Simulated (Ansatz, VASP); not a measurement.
## One calculation of BAs, two programs

```
B As
1.0
     0.00000    1.89086    1.89086
     1.89086    0.00000    1.89086
     1.89086    1.89086    0.00000
B As
1 1
Direct
  0.00000 0.00000 0.00000
  0.50000 0.50000 0.50000
```

Change from the starting cell: volume scaled by 0.55, PAW files.

Alike in both runs: task single point; functional PBE; k mesh 15 × 15 × 15; occupations fermi-dirac, width 0.08 eV; no spin polarisation.

|  | VASP | Ansatz |
| --- | --- | --- |
| version | VASP 6.6.1 | Ansatz 0.2.0 |
| potentials or method | VASP PAW PBE potentials, release 64 (B, As) | PAW with Ansatz's default frozen-core files, scalar-relativistic |
| plane-wave cutoff (eV) | 520 | 420 |
| valence electrons in the cell | 8 | 18 |

|  | VASP | Ansatz | Ansatz less VASP |
| --- | --- | --- | --- |
| pressure (GPa) | 268.2 | 260.1 | -8.14 |

The two sets of potentials don't hold the same shells in valence.

Caveats: the cell as given lies far from equilibrium; so large a pressure means that the cell lies far from this level's equilibrium, or that cutoff or potentials fall short (VASP).
